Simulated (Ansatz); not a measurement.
# Al: electron density at the nuclei under pressure

```
Al
1.0
     0.00000    3.02335    3.02335
     3.02335    0.00000    3.02335
     3.02335    3.02335    0.00000
Al
2
Direct
  0.00000 0.00000 0.00000
  0.25000 0.25000 0.25000
```

Atom numbers follow the list: Al1, Al2.

The structure comes from a relaxation in the same program, started in the diamond type, and has space group Fd-3m. Whether it is a known phase or the ground state wasn't checked.

Theory: DFT, PBE, all-electron PAW with datasets made for the crystal, scalar-relativistic in Ansatz 0.2.0.

Numerical set-up: a Γ-centred 9×9×9 k mesh, Fermi–Dirac smearing of 0.08 eV, cutoff 120 eV (chosen by the program for this cell), no spin polarisation.

The contact density is the mean electron density over the nuclear volume; its changes follow the s electrons' response to bonding and compression. Changes below are taken from the unscaled cell, where it is 10096.5 e/Å³ at Al1.

```json
{"V/V(cell)": "0.9600", "P (GPa)": "1.6", "Δρ(0) Al1 (e/Å³)": "?"}
{"V/V(cell)": "1.0000", "P (GPa)": "0.0", "Δρ(0) Al1 (e/Å³)": "0.00"}
{"V/V(cell)": "1.0400", "P (GPa)": "-1.4", "Δρ(0) Al1 (e/Å³)": "?"}
```

Task: What belongs in the row "0.9600", column "Δρ(0) Al1 (e/Å³)"?

Result: -0.06.

Task: Give the missing entry: row "1.0400", column "Δρ(0) Al1 (e/Å³)".

Result: 0.09.

The datasets are made afresh for each cell, so very small changes are uncertain.
